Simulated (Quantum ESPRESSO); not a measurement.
# ZrC (Fm-3m) in Quantum ESPRESSO: notebook

One crystal, ZrC, is run at these levels: PBEsol; tasks: relaxation of the atoms.

Everything below comes from runs of Quantum ESPRESSO 7.5. Logs are shortened: lines on timing, memory, paths and dates and some standing lists are left out, and cuts for length are marked.

### Step 1. The structure

It takes space group Fm-3m (No. 225, cubic). The conventional cell has a = 4.730 Å, b = 4.730 Å, c = 4.730 Å, α = 90.00°, β = 90.00°, γ = 90.00°. Zr (site symmetry m-3m) has 6 C at 2.37 Å as nearest neighbours. C (site symmetry m-3m) has 6 Zr at 2.37 Å as nearest neighbours.

### Step 2. Relaxation of the atoms, PBEsol, 12.19 Å³/atom

Contents of pw.in:

```
&CONTROL
  calculation = 'relax'
  prefix = 'pwscf'
  outdir = './tmp'
  pseudo_dir = './pseudo'
  tprnfor = .true.
  tstress = .true.
  disk_io = 'low'
  nstep = 40
  forc_conv_thr = 0.0004
  etot_conv_thr = 1d-05
/
&SYSTEM
  ibrav = 0
  A = 3.27840528
  nat = 2
  ntyp = 2
  ecutwfc = 55
  ecutrho = 440
  nbnd = 14
  input_dft = 'pbesol'
  occupations = 'smearing'
  smearing = 'fd'
  degauss = 0.00367493
/
&ELECTRONS
  conv_thr = 4d-10
  electron_maxstep = 120
  mixing_beta = 0.5
/
&IONS
  ion_dynamics = 'bfgs'
/
ATOMIC_SPECIES
Zr    91.2240 Zr_pbe_v1.uspp.F.UPF
C     12.0110 C.pbe-n-kjpaw_psl.1.0.0.UPF
CELL_PARAMETERS alat
   0.0000000000    0.6925318275    0.7213873204
   0.6925318275    0.0000000000    0.7213873204
   0.6925318275    0.6925318275    0.0000000000
ATOMIC_POSITIONS alat
Zr     0.6925318275    0.6925318275    0.7213873204
C      0.0000000000    0.0000000000    0.0000000000
K_POINTS automatic
10 10 10 0 0 0
```

Potentials or basis: SSSP 1.3 efficiency PBE.

Run with:

```
> OMP_NUM_THREADS=1 pw.x -in pw.in > pw.out
```

pw.out:

```text
This program is part of the open-source Quantum ESPRESSO suite
     for quantum simulation of materials; please cite
         "P. Giannozzi et al., J. Phys.:Condens. Matter 21 395502 (2009);
         "P. Giannozzi et al., J. Phys.:Condens. Matter 29 465901 (2017);
         "P. Giannozzi et al., J. Chem. Phys. 152 154105 (2020);
     in publications or presentations arising from this work. More details at

     file C.pbe-n-kjpaw_psl.1.0.0.UPF: wavefunction(s)  2S 2P renormalized

     IMPORTANT: XC functional enforced from input :
     Exchange-correlation= PBESOL
                           (   1   4  10   8   0   0   0)
     Any further DFT definition will be discarded
     Please, verify this is what you really want

     Message from routine setup:
     using ibrav=0 with symmetry is DISCOURAGED, use correct ibrav instead

     G-vector sticks info
     --------------------
     sticks:   dense  smooth     PW     G-vecs:    dense   smooth      PW
     Sum        1149     571    183                25677     9065    1583

     Using Slab Decomposition

     bravais-lattice index     =            0
     lattice parameter (alat)  =       6.1953  a.u.
     unit-cell volume          =     164.5366 (a.u.)^3
     number of atoms/cell      =            2
     number of atomic types    =            2
     number of electrons       =        16.00
     number of Kohn-Sham states=           14
     kinetic-energy cutoff     =      55.0000  Ry
     charge density cutoff     =     440.0000  Ry
     scf convergence threshold =      4.0E-10
     mixing beta               =       0.5000
     number of iterations used =            8  plain     mixing
     energy convergence thresh.=      1.0E-05
     force convergence thresh. =      4.0E-04
     Exchange-correlation= PBESOL
                           (   1   4  10   8   0   0   0)
     nstep                     =           40

     celldm(1)=   6.195288  celldm(2)=   0.000000  celldm(3)=   0.000000
     celldm(4)=   0.000000  celldm(5)=   0.000000  celldm(6)=   0.000000

     crystal axes: (cart. coord. in units of alat)
               a(1) = (   0.000000   0.692532   0.721387 )
               a(2) = (   0.692532   0.000000   0.721387 )
               a(3) = (   0.692532   0.692532   0.000000 )

     reciprocal axes: (cart. coord. in units 2 pi/alat)
               b(1) = ( -0.721988  0.721988  0.693109 )
               b(2) = (  0.721988 -0.721988  0.693109 )
               b(3) = (  0.721988  0.721988 -0.693109 )

     PseudoPot. # 1 for Zr read from file:
     Zr_pbe_v1.uspp.F.UPF
     Pseudo is Ultrasoft + core correction, Zval = 12.0
     Generated by new atomic code, or converted to UPF format
     Using radial grid of  887 points,  6 beta functions with:
                l(1) =   0
                l(2) =   0
                l(3) =   1
                l(4) =   1
                l(5) =   2
                l(6) =   2
     Q(r) pseudized with  6 coefficients,  rinner =    1.200   1.200   1.200
                                                       1.200   1.200

     PseudoPot. # 2 for C  read from file:
     C.pbe-n-kjpaw_psl.1.0.0.UPF
     Pseudo is Projector augmented-wave + core cor, Zval =  4.0
     Generated using "atomic" code by A. Dal Corso  v.5.1
     Shape of augmentation charge: PSQ
     Using radial grid of 1073 points,  4 beta functions with:
                l(1) =   0
                l(2) =   0
                l(3) =   1
                l(4) =   1
     Q(r) pseudized with 0 coefficients

     atomic species   valence    mass     pseudopotential
     Zr               12.00    91.22400     Zr( 1.00)
     C                 4.00    12.01100     C ( 1.00)

     16 Sym. Ops., with inversion, found

   Cartesian axes

     site n.     atom                  positions (alat units)
         1        Zr     tau(   1) = (   0.6925318   0.6925318   0.7213873  )
         2        C      tau(   2) = (   0.0000000   0.0000000   0.0000000  )

     number of k points=   102  Fermi-Dirac smearing, width (Ry)=  0.0037

     Number of k-points >= 100: set verbosity='high' to print them.

     Dense  grid:    25677 G-vectors     FFT dimensions: (  45,  45,  45)

     Smooth grid:     9065 G-vectors     FFT dimensions: (  30,  30,  30)

     Check: negative core charge=   -0.000001

     Initial potential from superposition of free atoms

     starting charge      15.9978, renormalised to      16.0000

     negative rho (up, down):  5.945E-02 0.000E+00
     Starting wfcs are   17 randomized atomic wfcs

     Self-consistent Calculation

     iteration #  1     ecut=    55.00 Ry     beta= 0.50
     Davidson diagonalization with overlap
     ethr =  1.00E-02,  avg # of iterations =  2.9

     negative rho (up, down):  6.106E-02 0.000E+00

     total energy              =    -117.05158727 Ry
     estimated scf accuracy    <       0.54357902 Ry

     iteration #  2     ecut=    55.00 Ry     beta= 0.50
     Davidson diagonalization with overlap
     ethr =  3.40E-03,  avg # of iterations =  2.0

     negative rho (up, down):  6.133E-02 0.000E+00

     total energy              =    -117.21535657 Ry
     estimated scf accuracy    <       0.28858177 Ry

     iteration #  3     ecut=    55.00 Ry     beta= 0.50
     Davidson diagonalization with overlap
     ethr =  1.80E-03,  avg # of iterations =  1.2

     negative rho (up, down):  6.215E-02 0.000E+00

     total energy              =    -117.26247284 Ry
     estimated scf accuracy    <       0.00247240 Ry

     iteration #  4     ecut=    55.00 Ry     beta= 0.50
     Davidson diagonalization with overlap
     ethr =  1.55E-05,  avg # of iterations =  2.9
[... 37 lines left out ...]
     negative rho (up, down):  6.236E-02 0.000E+00

     total energy              =    -117.26315115 Ry
     estimated scf accuracy    <       0.00000008 Ry

     iteration #  9     ecut=    55.00 Ry     beta= 0.50
     Davidson diagonalization with overlap
     ethr =  5.28E-10,  avg # of iterations =  2.1

     negative rho (up, down):  6.236E-02 0.000E+00

     total energy              =    -117.26315116 Ry
     estimated scf accuracy    <          2.3E-09 Ry

     iteration # 10     ecut=    55.00 Ry     beta= 0.50
     Davidson diagonalization with overlap
     ethr =  1.45E-11,  avg # of iterations =  2.0

     negative rho (up, down):  6.236E-02 0.000E+00

     End of self-consistent calculation

     Number of k-points >= 100: set verbosity='high' to print the bands.

     the Fermi energy is    16.0136 ev

!    total energy              =    -117.26315116 Ry
     estimated scf accuracy    <          1.2E-10 Ry
     smearing contrib. (-TS)   =      -0.00018855 Ry
     internal energy E=F+TS    =    -117.26296260 Ry

     The total energy is F=E-TS. E is the sum of the following terms:
     one-electron contribution =      -4.50683677 Ry
     hartree contribution      =      11.82107085 Ry
     xc contribution           =     -22.33288553 Ry
     ewald contribution        =     -96.32481304 Ry
     one-center paw contrib.   =      -5.91949811 Ry

     convergence has been achieved in  10 iterations

     negative rho (up, down):  6.236E-02 0.000E+00

     Forces acting on atoms (cartesian axes, Ry/au):

     atom    1 type  1   force =     0.00000000   -0.00000000    0.00000000
     atom    2 type  2   force =     0.00000000   -0.00000000    0.00000000

     Total force =     0.000000     Total SCF correction =     0.000000

     Computing stress (Cartesian axis) and pressure

     negative rho (up, down):  6.236E-02 0.000E+00
          total   stress  (Ry/bohr**3)                   (kbar)     P=      119.24
   0.00122644  -0.00000000  -0.00000000          180.42       -0.00       -0.00
   0.00000000   0.00122644   0.00000000            0.00      180.42        0.00
   0.00000000   0.00000000  -0.00002121            0.00        0.00       -3.12

     BFGS Geometry Optimization
     Energy error            =      7.8E-62 Ry
     Gradient error          =      1.4E-31 Ry/Bohr

     bfgs converged in   1 scf cycles and   0 bfgs steps
     (criteria: energy <  1.0E-05 Ry, force <  4.0E-04 Ry/Bohr)

     End of BFGS Geometry Optimization

     Final energy             =    -117.2631511578 Ry
Begin final coordinates

ATOMIC_POSITIONS (alat)
Zr               0.6925318275        0.6925318275        0.7213873204
C                0.0000000000        0.0000000000        0.0000000000
End final coordinates

=------------------------------------------------------------------------------=
   JOB DONE.
=------------------------------------------------------------------------------=
```

It took 29 s on 1 thread of Arm Neoverse V1, shared host; peak memory 0.15 GiB.

What came out:

```yaml
Free_energy: -1595.4464 eV
Pressure_after_relaxing: 11.9 GPa
Band_gap_on_the_k_mesh: none (metal or under the smearing width)
```

Caveat: the potentials were made for another functional, which shifts forces and pressure; the relaxation stopped at its first step, so nothing moved.

### Step 3. Relaxation of the atoms, PBEsol, 12.70 Å³/atom

Changes to pw.in since step 2:

```diff
@@ -14,3 +14,3 @@
   ibrav = 0
-  A = 3.27840528
+  A = 3.31133784
   nat = 2
@@ -37,7 +37,7 @@
 CELL_PARAMETERS alat
-   0.0000000000    0.6925318275    0.7213873204
-   0.6925318275    0.0000000000    0.7213873204
-   0.6925318275    0.6925318275    0.0000000000
+   0.0000000000    0.6999285823    0.7142128391
+   0.6999285823    0.0000000000    0.7142128391
+   0.6999285823    0.6999285823    0.0000000000
 ATOMIC_POSITIONS alat
-Zr     0.6925318275    0.6925318275    0.7213873204
+Zr     0.6999285823    0.6999285823    0.7142128391
 C      0.0000000000    0.0000000000    0.0000000000
```

Potentials or basis: SSSP 1.3 efficiency PBE.

Run with:

```
> OMP_NUM_THREADS=1 pw.x -in pw.in > pw.out
```

Wall time 40 s (1 thread of Arm Neoverse V1, shared host); peak memory 0.15 GiB.

Results (log left out):

```yaml
Free_energy: -1595.5132 eV
Pressure_after_relaxing: 0.7 GPa
Band_gap_on_the_k_mesh: none (metal or under the smearing width)
```

Caveat: the potentials were made for another functional, which shifts forces and pressure; the relaxation stopped at its first step, so nothing moved.
